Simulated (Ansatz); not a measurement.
Write the native input for Ansatz 0.2.0 that does the following.

```yaml
Task: relaxation of cell and atoms
Functional: revPBE
Dispersion: D3(BJ)
Potentials_or_basis: Ansatz PAW
Cutoff: "420 eV (not typed: the program's choice for these potentials)"
k_mesh: 8 × 8 × 8
Occupations: fermi-dirac, width 0.05 eV
Spin: no spin polarisation
```

The system is PbSe (Clausthalite).

```
CELL_PARAMETERS angstrom
0.00000 3.06065 3.06065
3.06065 0.00000 3.06065
3.06065 3.06065 0.00000
ATOMIC_POSITIONS crystal
Pb 0.00000 0.00000 0.00000
Se 0.50000 0.50000 0.50000
```

The input as run:

input.yaml

```yaml
crystal:
  lattice:
    - [0.0, 3.06065, 3.06065]
    - [3.06065, 0.0, 3.06065]
    - [3.06065, 3.06065, 0.0]
  atoms:
    - { symbol: Pb, position: [0.0, 0.0, 0.0] }
    - { symbol: Se, position: [0.5, 0.5, 0.5] }
hamiltonian:
  xc: revpbe
  pseudopotentials: { kind: paw }
  dispersion: d3bj
kpoints:
  mp_grid: { grid: [8, 8, 8] }
scf:
  occupations: { method: fermi_dirac, width: 0.05 }
output:
  forces: true
  stress: true
relax:
  f_tol: 0.01
  max_steps: 40
  cell: { stress_tol: 0.05 }
```

Potentials or basis: Ansatz PAW.

Run with:

```console
$ ansatz run input.yaml --threads 2 --pin off --max-ram 5632MiB --backend cpu --events-out ev --progress --plain --runs-dir out
```

It gave:

```yaml
Relaxed_volume: 28.53 Å³/atom
Relaxed_cell: a = 4.322 Å, b = 4.322 Å, c = 4.322 Å, α = 60.00°, β = 60.00°, γ = 60.00°
Space_group_after_relaxing_to_0.05_Å: Fm-3m (No. 225)
Energy_gained_by_relaxing: 0.1 meV/atom
Ionic_steps: 4
Pressure_after_relaxing: 0.0 GPa
```

Caveat: the plane-wave basis is chosen anew once the cell has moved, so the energies of steps on either side of that aren't comparable; the PAW data sets come from PBE, with cores solved anew for the run's functional, which leaves a small shift of forces and pressure.

Wall time 3.3 s on 2 threads of Arm Neoverse V1, with other jobs on the host, peak memory 0.35 GiB.
